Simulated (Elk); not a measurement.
The cell is COD entry 1540991, as deposited and not checked against the literature; nothing was relaxed.

A run on Sm: DFT, AM05, all-electron APW+lo, Dirac cores, scalar-relativistic bands (Elk 11.2.3 with local patches). The input:

```
tasks
  0
  110
  115
  15

xctype
  30

rgkmax
  8.0

gmaxvr
  16.0

lmaxapw
  10

lmaxo
  7

lmaxi
  3

nrmtscf
  2.0

nempty
  8

epspot
  1e-06

epsengy
  1e-05

maxscl
  120

hmaxvr
  6.0

lradstp
  4

swidth
  0.003

reducebf
  0.5

spinpol
  .true.

tforce
  .true.

sppath
  './'

avec
  6.88616480362 0.00000000000 0.00000000000
  -3.44308240181 5.96359365460 0.00000000000
  0.00000000000 0.00000000000 11.10403070830

atoms
  1
  'Sm.in'
  2
  0.333333333300 0.666666666700 0.250000000000   0.000 0.000 -0.500
  0.666666666700 0.333333333300 0.750000000000   0.000 0.000 -0.500

ngridk
  9 9 5
```

Sphere radii set in the species files: Sm 2.80 bohr.

Messages:

```
Error(init0): requested spin-polarised run with spin-unpolarised
 exchange-correlation functional
```

**Question.** Did this run give a result to trust?

**Answer.** No result was made: Error(init0): requested spin-polarised run with spin-unpolarised exchange-correlation functional.
